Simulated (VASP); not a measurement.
# TiO2 in VASP: single point with LDA

Aim: the single point of TiO2 with LDA.

Program: VASP 6.6.1. These are calculated values, not measurements. Logs are shortened: lines on timing, memory, paths and dates and some standing lists are left out, and cuts for length are marked.

**1. The structure**

The cell holds a slab with vacuum, 15 atoms: a = 2.922 Å, b = 4.552 Å, c = 25.891 Å, α = 90.00°, β = 90.00°, γ = 90.00°.

**2. Single point, LDA**

File INCAR:

```
SYSTEM = TiO2
  ALGO = Normal
  DIPOL = 0.5 0.5 0.500
  EDIFF = 1E-7
  ENCUT = 520
  GGA = CA
  ICORELEVEL = 1
  IDIPOL = 3
  ISIF = 2
  ISMEAR = 0
  LASPH = .True.
  LCHARG = .False.
  LDIPOL = .True.
  LREAL = .False.
  LUSENCCL = .False.
  LVACPOTAV = .True.
  LVHAR = .True.
  LWAVE = .False.
  NBANDS = 73
  NELM = 80
  PREC = Accurate
  SIGMA = 0.03
```

File KPOINTS:

```
k-points
0
Gamma
  9 6 1
  0 0 0
```

File POSCAR:

```
TiO2
1.0
    2.9219800000      0.0000000000      0.0000000000
    0.0000000000      4.5522740000      0.0000000000
    0.0000000000      0.0000000000     25.8906053900
O Ti
10 5
Direct
    0.5000000000      0.1961720000      0.2896803600
    0.5000000000      0.8038280000      0.3586651300
    0.0000000000      0.3038280000      0.3775939900
    0.0000000000      0.6961720000      0.4465787600
    0.5000000000      0.1961720000      0.4655076200
    0.5000000000      0.8038280000      0.5344923800
    0.0000000000      0.3038280000      0.5534212400
    0.0000000000      0.6961720000      0.6224060100
    0.5000000000      0.1961720000      0.6413348700
    0.5000000000      0.8038280000      0.7103196400
    0.0000000000      0.0000000000      0.3241727500
    0.5000000000      0.5000000000      0.4120863700
    0.0000000000      0.0000000000      0.5000000000
    0.5000000000      0.5000000000      0.5879136300
    0.0000000000      0.0000000000      0.6758272500
```

Potentials or basis: VASP PAW LDA potentials, release 64 (O, Ti_sv).

Started as:

```sh
cat potpaw_LDA.64/O/POTCAR potpaw_LDA.64/Ti_sv/POTCAR > POTCAR
mpirun -np 1 vasp_std > vasp.out
```

OUTCAR:

```text
SYSTEM = TiO2
   EDIFF = 1E-7
   ENCUT = 520
   GGA = CA
   ISIF = 2
   ISMEAR = 0
   LASPH = .True.
   LREAL = .False.
   NELM = 80
   PREC = Accurate

 ion  position               nearest neighbor table
   1  0.500  0.196  0.290-  11 1.93  11 1.93
   2  0.500  0.804  0.359-  11 1.93  11 1.93  12 1.96
   3  0.000  0.304  0.378-  12 1.93  12 1.93  11 1.96
   4  0.000  0.696  0.447-  12 1.93  12 1.93  13 1.96
   5  0.500  0.196  0.466-  13 1.93  13 1.93  12 1.96
   6  0.500  0.804  0.534-  13 1.93  13 1.93  14 1.96
   7  0.000  0.304  0.553-  14 1.93  14 1.93  13 1.96
   8  0.000  0.696  0.622-  14 1.93  14 1.93  15 1.96
   9  0.500  0.196  0.641-  15 1.93  15 1.93  14 1.96
  10  0.500  0.804  0.710-  15 1.93  15 1.93
  11  0.000  0.000  0.324-   2 1.93   2 1.93   1 1.93   1 1.93   3 1.96
  12  0.500  0.500  0.412-   3 1.93   3 1.93   4 1.93   4 1.93   2 1.96   5 1.96
  13  0.000  0.000  0.500-   5 1.93   6 1.93   5 1.93   6 1.93   4 1.96   7 1.96
  14  0.500  0.500  0.588-   8 1.93   8 1.93   7 1.93   7 1.93   9 1.96   6 1.96
  15  0.000  0.000  0.676-   9 1.93   9 1.93  10 1.93  10 1.93   8 1.96

  LATTYP: Found a simple orthorhombic cell.
 ALAT       =     2.9219800000
 B/A-ratio  =     1.5579415328
 C/A-ratio  =     8.8606374411

  Lattice vectors:

 A1 = (   2.9219800000,   0.0000000000,   0.0000000000)
 A2 = (   0.0000000000,   4.5522740000,   0.0000000000)
 A3 = (   0.0000000000,   0.0000000000,  25.8906053900)

Analysis of symmetry for initial positions (statically):
=====================================================================
 Subroutine PRICEL returns:
 Original cell was already a primitive cell.

 Routine SETGRP: Setting up the symmetry group for a
 simple orthorhombic supercell.

 Subroutine GETGRP returns: Found  4 space group operations
 (whereof  4 operations were pure point group operations)
 out of a pool of  8 trial point group operations.

The static configuration has the point symmetry C_2h.

Analysis of symmetry for dynamics (positions and initial velocities):
=====================================================================
 Subroutine PRICEL returns:
 Original cell was already a primitive cell.

 Routine SETGRP: Setting up the symmetry group for a
 simple orthorhombic supercell.

 Subroutine GETGRP returns: Found  4 space group operations
 (whereof  4 operations were pure point group operations)
 out of a pool of  8 trial point group operations.

The dynamic configuration has the point symmetry C_2h.

 Subroutine INISYM returns: Found  4 space group operations
 (whereof  4 operations are pure point group operations),
 and found     1 'primitive' translations

----------------------------------------------------------------------------------------

                                     Primitive cell

  volume of cell :     344.3879

  direct lattice vectors                    reciprocal lattice vectors
     2.921980000  0.000000000  0.000000000     0.342233691  0.000000000  0.000000000
     0.000000000  4.552274000  0.000000000     0.000000000  0.219670433  0.000000000
     0.000000000  0.000000000 25.890605390     0.000000000  0.000000000  0.038624049

  length of vectors
     2.921980000  4.552274000 25.890605390     0.342233691  0.219670433  0.038624049

  position of ions in fractional coordinates (direct lattice)
     0.500000000  0.196172000  0.289680360
     0.500000000  0.803828000  0.358665130
     0.000000000  0.303828000  0.377593990
     0.000000000  0.696172000  0.446578760
     0.500000000  0.196172000  0.465507620
     0.500000000  0.803828000  0.534492380
     0.000000000  0.303828000  0.553421240
     0.000000000  0.696172000  0.622406010
     0.500000000  0.196172000  0.641334870
     0.500000000  0.803828000  0.710319640
     0.000000000  0.000000000  0.324172750
     0.500000000  0.500000000  0.412086370
     0.000000000  0.000000000  0.500000000
     0.500000000  0.500000000  0.587913630
     0.000000000  0.000000000  0.675827250

  ion indices of the primitive-cell ions
   primitive index   ion index
                 1           1
                 2           2
                 3           3
                 4           4
                 5           5
[... 43 lines left out ...]
  0.444444  0.000000  0.000000      2.000000
  0.000000  0.166667  0.000000      2.000000
[... 12 lines left out ...]
  0.333333  0.500000  0.000000      2.000000
  0.444444  0.500000  0.000000      2.000000
   k-points           NKPTS =     20   k-points in BZ     NKDIM =     20   number of bands    NBANDS=     73
   number of dos      NEDOS =    301   number of ions     NIONS =     15
   total plane-waves  NPLWV = 169344
   dimension x,y,z NGX =    24 NGY =   36 NGZ =  196
   dimension x,y,z NGXF=    48 NGYF=   72 NGZF=  392
   ions per type =              10   5
   NGX,Y,Z   is equivalent  to a cutoff of  13.65, 13.15, 12.59 a.u.
   NGXF,Y,Z  is equivalent  to a cutoff of  27.31, 26.29, 25.17 a.u.
 SYSTEM =  TiO2
   PREC   = accura    normal or accurate (medium, high low for compatibility)
   ISTART =      0    job   : 0-new  1-cont  2-samecut
   ICHARG =      2    charge: 1-file 2-atom 10-const
   ISPIN  =      1    spin polarized calculation?
   LNONCOLLINEAR =      F non collinear calculations
   LSORBIT =      F    spin-orbit coupling
   LASPH  =      T    aspherical Exc in radial PAW
   ENCUT  =  520.0 eV  38.22 Ry    6.18 a.u.   5.43  8.46 48.14*2*pi/ulx,y,z
   NELM   =     80;   NELMIN=  2; NELMDL= -5     # of ELM steps
   EDIFF  = 0.1E-06   stopping-criterion for ELM
   LREAL  =      F    real-space projection
   EDIFFG = 0.1E-05   stopping-criterion for IOM
   NSW    =      0    number of steps for IOM
   IBRION =     -1    ionic relax: 0-MD 1-quasi-New 2-CG
   NFREE  =      0    steps in history (QN), initial steepest desc. (CG)
   ISIF   =      2    stress and relaxation
   ISYM   =      2    0-nonsym 1-usesym 2-fastsym
   POTIM  = 0.5000    time-step for ionic-motion
   TEBEG  =    0.0;   TEEND  =   0.0 temperature during run
   PSTRESS=    0.0 pullay stress
   NELECT =     120.0000    total number of electrons
   NUPDOWN=      -1.0000    fix difference up-down
   EMIN   =  10.00;   EMAX   =-10.00  energy-range for DOS
   EFERMI =   0.00;   METHOD = LEGACY
   ISMEAR =     0;   SIGMA  =   0.03  broadening in eV -4-tet -1-fermi 0-gaus
   EFERMI_NEDOS =   21; number of points for ismear=-14 and -15
   IALGO  =     38    algorithm
   IMIX   =      4    mixing-type and parameters
     AMIX     =   0.40;   BMIX     =  1.00
     AMIX_MAG =   1.60;   BMIX_MAG =  1.00
  volume/ion in A,a.u.               =      22.96       154.94
  Fermi-wavevector in a.u.,A,eV,Ry     =   1.152000  2.176965 18.056359  1.327105
  Thomas-Fermi vector in A             =   2.288654
   LORBIT       =      0    0 simple, 1 ext, 2 COOP (PROOUT), +10 PAW based schemes
   GGA     = CA    functional components
   LHFCALC =     F    Hartree Fock is set to
   AEXX    =    0.0000 exact exchange contribution
   IVDW    =     0    specifies the selected vdW correction
   LEPSILON=     F    determine dielectric tensor
   LRPA    =     F    only Hartree local field effects (RPA)
 non-spin polarized calculation
 Gauss-broadening in eV      SIGMA  =   0.03
  energy-cutoff  :      520.00
  volume of cell :      344.39
 maximum number of plane-waves:      9322
 NGX is ok and might be reduce to    24
   NGX = 11   NGY = 17   NGZ = 97

 dipolmoment           0.000000      0.000000     -0.000000 electrons x Angstroem

 number of electron     119.9999999 magnetization

 dipolmoment           0.000000      0.000000      0.000000 electrons x Angstroem

 Free energy of the ion-electron system (eV)
  ---------------------------------------------------
  ext. energy  EPLUGINS =         0.00000000
  ---------------------------------------------------
  free energy    TOTEN  =      -143.81526256 eV

  energy without entropy =     -143.81526256  energy(sigma->0) =     -143.81526256

 the core state eigenenergies are
   1-  1s   -501.4992
   2-  1s   -502.1294
   3-  1s   -502.2939
   4-  1s   -502.1992
   5-  1s   -502.1578
   6-  1s   -502.1578
   7-  1s   -502.1992
   8-  1s   -502.2939
   9-  1s   -502.1294
  10-  1s   -501.4992
  11-  1s  -4840.6517  2s   -531.0568  2p   -439.9887
  12-  1s  -4840.7466  2s   -531.3287  2p   -440.2422
  13-  1s  -4840.7553  2s   -531.3322  2p   -440.2464
  14-  1s  -4840.7466  2s   -531.3287  2p   -440.2422
  15-  1s  -4840.6517  2s   -531.0568  2p   -439.9887

 E-fermi :  -2.0053     XC(G=0):  -5.9699

 val. band max:       -2.2944628093   @ k =   0.0000   0.0000   0.0000
 cond. band min:      -0.2333284495   @ k =   0.0000   0.5000   0.0000
 fundamental gap:      2.0611343598
 Fermi energy:        -2.0053438753

 k-point     1 :       0.0000    0.0000    0.0000
  band No.  band energies     occupation
      1     -58.2068      2.00000
      2     -58.1996      2.00000
      3     -58.1913      2.00000
      4     -57.9373      2.00000
      5     -57.9373      2.00000
      6     -34.9406      2.00000
[... 1489 lines left out ...]
     71       1.4707      0.00000
     72       1.4804      0.00000
 [bands above 72 left out]

------------------------ aborting loop because EDIFF is reached ----------------------------------------

  FORCE on cell =-STRESS in cart. coord.  units (eV):
  Direction    XX          YY          ZZ          XY          YZ          ZX
  --------------------------------------------------------------------------------------
  -------------------------------------------------------------------------------------
  Total       -7.0362735     -4.6244331     -3.1322473      0.0000000      0.4689108      0.0000000
  in kB      -32.7344807    -21.5140042    -14.5719875      0.0000000      2.1814887      0.0000000
  external PRESSURE =     -22.9401574 kB  Pullay stress =       0.0000000 kB

 VOLUME and BASIS-vectors are now :
 -----------------------------------------------------------------------------
  energy-cutoff  :      520.00
  volume of cell :      344.39
      direct lattice vectors                 reciprocal lattice vectors
     2.921980000  0.000000000  0.000000000     0.342233691  0.000000000  0.000000000
     0.000000000  4.552274000  0.000000000     0.000000000  0.219670433  0.000000000
     0.000000000  0.000000000 25.890605390     0.000000000  0.000000000  0.038624049

 POSITION                                       TOTAL-FORCE (eV/Angst)
 -----------------------------------------------------------------------------------
      1.46099      0.89303      7.50000         0.000000     -2.265384      1.083812
      1.46099      3.65925      9.28606         0.000000     -1.103782     -0.035526
      0.00000      1.38311      9.77614         0.000000     -0.514831     -0.381857
      0.00000      3.16917     11.56219         0.000000     -0.087084     -0.088505
      1.46099      0.89303     12.05227        -0.000000     -0.039420      0.038719
      1.46099      3.65925     13.83833         0.000000      0.039420     -0.038719
      0.00000      1.38311     14.32841         0.000000      0.087084      0.088505
      0.00000      3.16917     16.11447        -0.000000      0.514831      0.381857
      1.46099      0.89303     16.60455         0.000000      1.103782      0.035526
      1.46099      3.65925     18.39061         0.000000      2.265384     -1.083812
      0.00000      0.00000      8.39303        -0.000000      3.875661     -0.651944
      1.46099      2.27614     10.66917         0.000000      0.125019     -0.024449
      0.00000      0.00000     12.94530         0.000000      0.000000      0.000000
      1.46099      2.27614     15.22144         0.000000     -0.125019      0.024449
      0.00000      0.00000     17.49758         0.000000     -3.875661      0.651944
 -----------------------------------------------------------------------------------
    total drift:                                0.000000      0.000000      0.000000

  FREE ENERGIE OF THE ION-ELECTRON SYSTEM (eV)
  ---------------------------------------------------
  free  energy   TOTEN  =      -143.8152625562 eV

  energy  without entropy=     -143.8152625562  energy(sigma->0) =     -143.81526256

 vacuum level on the upper side and lower side of the slab         5.561         5.561
```

Run time: 8.3 min. Hardware: 1 × NVIDIA H100 80GB with 1 thread of AMD EPYC 7R13 (Zen 3), shared host; peak memory 1.6 GiB.

Results:

```
Free energy                            : -143.8153 eV
Largest force                          : 3.930 eV/Å
Band gap on the k mesh                 : 2.06 eV, indirect (least direct gap 2.09 eV)
Ionisation potential of the upper face : 7.86 eV
```

Forces in eV/Å, atoms in the order of the input:
```
O    0.000 -2.265  1.084
O    0.000 -1.104 -0.036
O    0.000 -0.515 -0.382
O    0.000 -0.087 -0.089
O    0.000 -0.039  0.039
O    0.000  0.039 -0.039
O    0.000  0.087  0.089
O    0.000  0.515  0.382
O    0.000  1.104  0.036
O    0.000  2.265 -1.084
Ti   0.000  3.876 -0.652
Ti   0.000  0.125 -0.024
Ti   0.000  0.000  0.000
Ti   0.000 -0.125  0.024
Ti   0.000 -3.876  0.652
```

Levels at points of the mesh, in eV from the valence-band top:
```
           k point  band 56  band 57  band 58  band 59  band 60  band 61  band 62  band 63  band 64  band 65
(0.00, 0.00, 0.00)    -0.36    -0.34    -0.27    -0.04     0.00     2.09     2.43     2.48     2.79     2.81
(0.00, 0.50, 0.00)    -0.61    -0.46    -0.40    -0.38    -0.38     2.06     2.36     2.42     2.82     2.89
```

Core levels (eV, on the scale of the bands):
| atom | levels |
| --- | --- |
| 1 O | 1s -501.5 |
| 2 O | 1s -502.1 |
| 3 O | 1s -502.3 |
| 4 O | 1s -502.2 |
| 5 O | 1s -502.2 |
| 6 O | 1s -502.2 |

A hybrid or GW would open this gap; LDA tends to underestimate it.
